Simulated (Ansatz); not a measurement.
**Ga: response to strain**

Aim: deform Ga (equal xy, yz and zx engineering shear strains of -3 %) and compute stress, forces and field gradients with LAPW, PAW and all-electron datasets made for the crystal.

Method: DFT PBEsol, scalar-relativistic, in Ansatz 0.2.0.

**1. The starting structure**

Symmetry: C2/c, No. 15, monoclinic system. The conventional cell has a = 2.766 Å, b = 8.053 Å, c = 3.332 Å, α = 90.00°, β = 92.02°, γ = 90.00°. Ga (site symmetry 2) has 8 Ga at 2.69 to 2.92 Å as nearest neighbours.

Coordinates:

```
Ga
1.0
     1.38300   -4.02650    0.00000
     1.38300    4.02650    0.00000
    -0.11745    0.00000    3.32993
Ga
2
Cartesian
  1.3536 -2.9716 0.8325
  1.2949 2.9716 2.4974
```

Atoms are numbered in the order of the input: Ga1, Ga2.

**2. The deformed structure**

Space group C2/c before, P-1 after.

**3. All-electron LAPW**

input.yaml reads:

```yaml
crystal:
  lattice:
    - [1.4433975, -4.047245, 0.0396525]
    - [1.3226025, 4.005755, -0.0811425]
    - [-0.16739895, -0.0481872, 3.33169175]
  atoms:
    - { symbol: Ga, position: [0.869, 0.131, 0.25] }
    - { symbol: Ga, position: [0.131, 0.869, 0.75] }
kpoints:
  mp_grid: { grid: [14, 14, 11] }
  band_path:
    path:
      - [0.0, 0.0, 0.0]
      - [0.5, -0.5, 0.0]
      - [0.0, 0.0, 0.5]
      - [0.0, 0.0, 0.0]
      - [-0.5, 0.0, 0.0]
      - [0.0, -0.5, 0.5]
      - [0.0, 0.0, 0.0]
      - [-0.5, 0.0, 0.5]
      - [0.0, -0.5, 0.0]
    npoints: 5
scf:
  occupations: { method: fermi_dirac, width: 0.03 }
hamiltonian:
  xc: pbesol
  pseudopotentials: { kind: all_electron, lapw: { basis_error: 0.0005 } }
output:
  forces: true
  stress: true
  eigenvalues: true
```

Command:

```sh
ansatz run input.yaml --threads 1 --pin off --max-ram 3072MiB --backend cpu --events-out ev --progress --plain --runs-dir out
```

**4. PAW on the default files**

input.yaml reads:

```yaml
crystal:
  lattice:
    - [1.4433975, -4.047245, 0.0396525]
    - [1.3226025, 4.005755, -0.0811425]
    - [-0.16739895, -0.0481872, 3.33169175]
  atoms:
    - { symbol: Ga, position: [0.869, 0.131, 0.25] }
    - { symbol: Ga, position: [0.131, 0.869, 0.75] }
kpoints:
  mp_grid: { grid: [14, 14, 11] }
scf:
  occupations: { method: fermi_dirac, width: 0.03 }
hamiltonian:
  xc: pbesol
  pseudopotentials: { kind: paw }
output:
  forces: true
  stress: true
  eigenvalues: true
  efg: { contact_densities: true }
```

**5. Datasets made for this crystal**

Edit input.yaml of step 4 so:

```diff
@@ -14,3 +14,3 @@
   xc: pbesol
-  pseudopotentials: { kind: paw }
+  pseudopotentials: { kind: all_electron, datasets: crystal }
 output:
```

(Steps that only read results are left out.)

What does the calculation give? Wanted: pressure; largest shear or deviatoric stress.

**Answer**, as computed:

```
                                 quantity                                              value
                                 pressure  LAPW -1.60, PAW -1.63, crystal datasets -1.60 GPa
largest shear or deviatoric stress (LAPW)                                           1.19 GPa
```

The largest part of the stress beyond the pressure is 1.19 GPa in size, in the yz component; the atoms are carried along and not relaxed. No run of the undeformed cell stands beside it, so the pressure holds what the given cell had before the change. PAW: stress within 0.03 GPa of LAPW, forces within 1 meV/Å. Crystal datasets: stress within 0.01 GPa of LAPW, forces within 1 meV/Å.
